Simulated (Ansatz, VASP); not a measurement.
# AlP2 in VASP and in Ansatz

```
Al P
1.0
     0.00000    4.23723    4.28574
     2.58934    0.00000    4.28574
     2.58934    4.23723    0.00000
Al P
2 4
Direct
  0.75000 0.75000 0.75000
  0.50000 0.50000 0.50000
  0.11942 0.38058 0.11942
  0.38058 0.11942 0.38058
  0.13058 0.86942 0.13058
  0.86942 0.13058 0.86942
```

Alike in both runs: functional PBE; k mesh 4 × 4 × 4; occupations gaussian, width 0.1 eV; no spin polarisation.

Ansatz relaxed the structure, and its values are those at the end. VASP's run is a single point on that final structure, the one shown.

```csv
,VASP,Ansatz
version,VASP 6.6.1,Ansatz 0.2.0
potentials or method,"VASP PAW PBE potentials, release 64 (Al, P)","scalar-relativistic, plane waves, PAW"
plane-wave cutoff (eV),520,420
valence electrons in the cell,26,26
```

Ansatz gave:

| Property | Result |
| --- | --- |
| gap on the k mesh at the Fermi level (eV) | none |
| pressure (GPa) | -0.1 |
| rms of the force components (eV/Å) | 0.008 |

Which values does VASP return?

gap on the k mesh at the Fermi level (eV): none; pressure (GPa): -0.3; rms of the force components (eV/Å): 0.027.

A gap of «none» marks a metal or a gap that the smearing closes.

Caveats: the k mesh is coarse (spacing up to 0.40 Å⁻¹), so the values aren't converged.
